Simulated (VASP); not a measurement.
Input of a VASP 6.6.1 run:

INCAR

```
ALGO = Normal
EDIFF = 1E-7
EDIFFG = -0.005
ENCUT = 600
IBRION = 2
ISIF = 3
ISMEAR = 1
LASPH = T
LCHARG = F
LMIXTAU = T
LREAL = F
LWAVE = F
METAGGA = R2SCAN
NELM = 80
NSW = 90
PREC = Accurate
SIGMA = 0.1
```

The input KPOINTS:

```
k-points
0
Gamma
  14 14 14
```

Contents of POSCAR:

```
AlCo                                    
1.0
    2.8224290951     -0.0000000000      0.0000000000
    0.0000000000      2.8224290951      0.0000000000
   -0.0000000000      0.0000000000      2.8224290951
  Al              Co            
     1     1
Direct
     0.0000000000000000    0.0000000000000000    0.0000000000000000
     0.5000000000000000    0.5000000000000000    0.5000000000000000
```

Potentials or basis: VASP PAW PBE potentials, release 64 (Al, Co).

Command:

```sh
$ cat potpaw_PBE.64/Al/POTCAR potpaw_PBE.64/Co/POTCAR > POTCAR
$ mpirun -np 1 vasp_std > vasp.out
```

Task: Predict the relaxed volume.

Result: 11.23 Å³/atom.

Task: What does it give for the band gap on the k mesh?

Result: None (metal or under the smearing width).

Task: What does it give for the space group after relaxing (to 0.05 Å)?

Result: Pm-3m (No. 221).

Final structure:
```cif
data_structure
_symmetry_space_group_name_H-M 'P 1'
_symmetry_Int_Tables_number 1
_cell_length_a 2.8214
_cell_length_b 2.8214
_cell_length_c 2.8214
_cell_angle_alpha 90.000
_cell_angle_beta 90.000
_cell_angle_gamma 90.000
_cell_volume 22.46
loop_
_atom_site_label
_atom_site_type_symbol
_atom_site_fract_x
_atom_site_fract_y
_atom_site_fract_z
_atom_site_occupancy
Al1 Al 0.00000 0.00000 0.00000 1
Co1 Co 0.50000 0.50000 0.50000 1
```

Caveat: the PAW data sets were made with another functional, which shifts forces and pressure a little. Spin polarisation is off, so any magnetic state and its effect on volume and gap are missing.
